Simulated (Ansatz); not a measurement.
# BaTiO3: the cost of one run

Computed with Ansatz 0.2.0 (DFT PBE, scalar-relativistic, unless a step's input says otherwise).

### Step 1. Starting point

It takes space group Amm2 (No. 38, orthorhombic). Conventional cell: a = 3.984 Å, b = 5.674 Å, c = 5.692 Å, α = 90.00°, β = 90.00°, γ = 90.00°. Ba (site symmetry mm2) has 12 O at 2.80 to 2.89 Å as nearest neighbours. Ti (site symmetry mm2) is surrounded by 6 O at 1.95 to 2.07 Å. O (site symmetry mm2) is surrounded by 2 Ti at 1.99 Å and 4 Ba at 2.80 to 2.89 Å. O (site symmetry m) has 2 Ti at 1.95 to 2.07 Å and 4 Ba at 2.82 to 2.84 Å as nearest neighbours.

Structure file:

```cif
data_structure
_symmetry_space_group_name_H-M 'P 1'
_symmetry_Int_Tables_number 1
_cell_length_a 3.9841
_cell_length_b 4.0184
_cell_length_c 4.0184
_cell_angle_alpha 89.824
_cell_angle_beta 90.000
_cell_angle_gamma 90.000
_cell_volume 64.33
loop_
_atom_site_label
_atom_site_type_symbol
_atom_site_fract_x
_atom_site_fract_y
_atom_site_fract_z
_atom_site_occupancy
Ba1 Ba 0.00000 0.00000 0.00000 1
Ti1 Ti 0.50000 0.50790 0.50790 1
O1 O 0.00000 0.49210 0.49210 1
O2 O 0.50000 0.50251 0.99371 1
O3 O 0.50000 0.99371 0.50251 1
```

Atoms are numbered in the order of the input: Ba1, Ti2, O3, O4, O5.

### Step 2. Volume × 0.96, LAPW

The input, input.yaml:

```yaml
crystal:
  lattice:
    - [3.9302542101, 0.0, 0.0]
    - [0.0, 2.7987067862, 2.8073385284]
    - [0.0, -2.7987067862, 2.8073385284]
  atoms:
    - { symbol: Ba, position: [0.0, 0.0, 0.0] }
    - { symbol: Ti, position: [0.5, 0.5079, 0.5079] }
    - { symbol: O, position: [0.0, 0.4921, 0.4921] }
    - { symbol: O, position: [0.5, 0.50251, 0.99371] }
    - { symbol: O, position: [0.5, 0.99371, 0.50251] }
kpoints:
  mp_grid: { grid: [8, 8, 8] }
  band_path:
    path:
      - [0.0, 0.0, 0.0]
      - [0.0, 0.5, 0.5]
      - [0.0, 0.5015349898, 0.4984650102]
      - [0.0, 0.4984650102, -0.4984650102]
      - [0.0, 0.0, 0.0]
      - [0.5, 0.0, 0.0]
      - [0.5, 0.4984650102, -0.4984650102]
      - [0.5, 0.5015349898, 0.4984650102]
      - [0.5, 0.5, 0.5]
    npoints: 5
scf:
  occupations: { method: fermi_dirac, width: 0.05 }
hamiltonian:
  xc: pbe
  pseudopotentials: { kind: all_electron, lapw: { basis_error: 0.001 } }
output:
  forces: true
  stress: true
  eigenvalues: true
```

Launch:

```sh
> ansatz run input.yaml --threads 2 --pin off --max-ram 6144MiB --backend cpu --events-out ev --progress --plain --runs-dir out
```

What time and memory should one allow on 2 threads of Arm Neoverse V1, shared host?

About 3.1 min, with a peak of 0.97 GiB.
